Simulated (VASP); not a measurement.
# A VASP 6.6.1 single-point calculation on NaCl

INCAR

```
LASPH = .TRUE.
NELM = 65
ENCUT = 520
LREAL = .FALSE.
NSW = 0
IBRION = -1
NBANDS = 14
ISMEAR = -1
LCHARG = .FALSE.
LWAVE = .FALSE.
SIGMA = 0.02
ISIF = 2
PREC = Accurate
GGA = ZZ
EDIFF = 1E-7
```

KPOINTS

```
KPOINTS created by Atomic Simulation Environment
0
Gamma
8 8 8
0 0 0
```

POSCAR

```
Na Cl
 1.0000000000000000
     0.0000000000000000    2.7746718371000001    2.7746718371000001
     2.7746718371000001    0.0000000000000000    2.7746718371000001
     2.7746718371000001    2.7746718371000001    0.0000000000000000
 Na  Cl
   1   1
Cartesian
  0.0000000000000000  0.0000000000000000  0.0000000000000000
  2.7746718371000001  2.7746718371000001  2.7746718371000001
```

The recommended PBE PAW datasets give the neutral cell 14 valence electrons.

Command

```
mpirun -np 1 vasp_std
```

Standard output (part)

```
POSCAR found type information on POSCAR NaCl
 POSCAR found :  2 types and       2 ions
|     EEEEEEE  RRRRRR   RRRRRR   OOOOOOO  RRRRRR      ###     ###     ###     |
|     E        R     R  R     R  O     O  R     R     ###     ###     ###     |
|     E        R     R  R     R  O     O  R     R     ###     ###     ###     |
|     EEEEE    RRRRRR   RRRRRR   O     O  RRRRRR       #       #       #      |
|     E        R    R   R    R   O     O  R    R      ###     ###     ###     |
|     EEEEEEE  R     R  R     R  OOOOOOO  R     R     ###     ###     ###     |
|     Error: One of the selected functionals does not exist.                  |
|       ---->  I REFUSE TO CONTINUE WITH THIS SICK JOB ... BYE!!! <----       |
```

VASP stopped before the first electronic step.

Task: What is wrong with this input?

Result: Unknown functional word. VASP stopped before the first electronic step.
